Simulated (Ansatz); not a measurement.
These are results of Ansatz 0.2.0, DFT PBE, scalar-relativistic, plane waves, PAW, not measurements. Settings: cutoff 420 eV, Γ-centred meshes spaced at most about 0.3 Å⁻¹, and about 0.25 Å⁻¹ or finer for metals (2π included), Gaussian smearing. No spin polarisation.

The zero of energy is the elements' standard structures at the same level; no fitted shifts are applied.

All energies are static (0 K, no zero-point motion). Only the structures computed here compete, so a lower one can exist. An odd number of electrons in the primitive cell allows no gap without spin; a larger cell or a magnetic state could open one. The reference form of S is held partly by dispersion forces, which this level lacks.

A search for LiS₃ gave 7 distinct relaxed structures. Coordination counts S atoms around Li (those within 1.25 times the shortest such distance or 1.15 times the sum of covalent radii; a plus sign parts nearer from farther groups). Cells relaxed within their symmetry can be saddle points.

Question: Which structure of LiS₃ came out lowest?

Answer: The one with space group Im-3m (No. 229), reached from: random cell. It has a = 5.027 Å, 15.9 Å³/atom, no gap on the mesh. Li has 6 S at 2.51 Å; S has 2 Li at 2.51 Å and 4 S at 2.51 Å. Its energy over the elements is −0.23 eV/atom. It lies below the elements, which doesn't yet make it stable against other compounds or structures. An observed structure of this formula, if there is one, may be missing.

Space group Im-3m (No. 229). a = 5.027 Å, b = 5.027 Å, c = 5.027 Å, α = 90.00°, β = 90.00°, γ = 90.00°
| atom | site | symmetry | x | y | z |
| --- | --- | --- | --- | --- | --- |
| Li | 2a | m-3m | 0.0000 | 0.0000 | 0.0000 |
| S | 6b | 4/mm.m | 0.5000 | 0.0000 | 0.0000 |

Question: How much higher is the P6/mmm structure with 21.0 Å³/atom and coordination Li 2 (reached from: random cell)?

Answer: 0.40 eV/atom. It has no gap on its mesh.

Question: How much higher is the P4/mmm structure with 15.5 Å³/atom and coordination Li 8+4 (reached from: ZrCd3 type (P4/mmm))?

Answer: 0.44 eV/atom. It has no gap on its mesh.

Some structure types and database cells were kept out of the candidates from the start, so a known form may be missing.
